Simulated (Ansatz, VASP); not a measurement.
AlRu: VASP beside Ansatz

```xyz
2
Lattice="3.0038 0.0000 0.0000 0.0000 3.0038 0.0000 0.0000 0.0000 3.0038" Properties=species:S:1:pos:R:3 pbc="T T T"
Al    0.0000    0.0000    0.0000
Ru    1.5019    1.5019    1.5019
```

Change from the starting cell: species swapped into the GdIn type (Pm-3m, No. 221).

Alike in both runs: functional PBE; k mesh 18 × 18 × 18; occupations gaussian, width 0.1 eV; no spin polarisation.

Ansatz relaxed the structure, and its values are those at the end. VASP's run is a single point on that final structure, the one shown.

```csv
,VASP,Ansatz
version,VASP 6.6.1,Ansatz 0.2.0
potentials or method,"VASP PAW PBE potentials, release 64 (Al, Ru_pv)","scalar-relativistic, plane waves, PAW"
plane-wave cutoff (eV),520,420
valence electrons in the cell,17,19
```

Ansatz gave:

| Property | Result |
| --- | --- |
| gap on the k mesh at the Fermi level (eV) | none |
| pressure (GPa) | 0.0 |

Task: Which values does VASP return?

Result: gap on the k mesh at the Fermi level (eV): none; pressure (GPa): -0.1.

A gap of «none» marks a metal or a gap that the smearing closes. With one functional, cell and mesh, what is left measures potentials, basis and numerics. The two sets of potentials don't hold the same shells in valence.
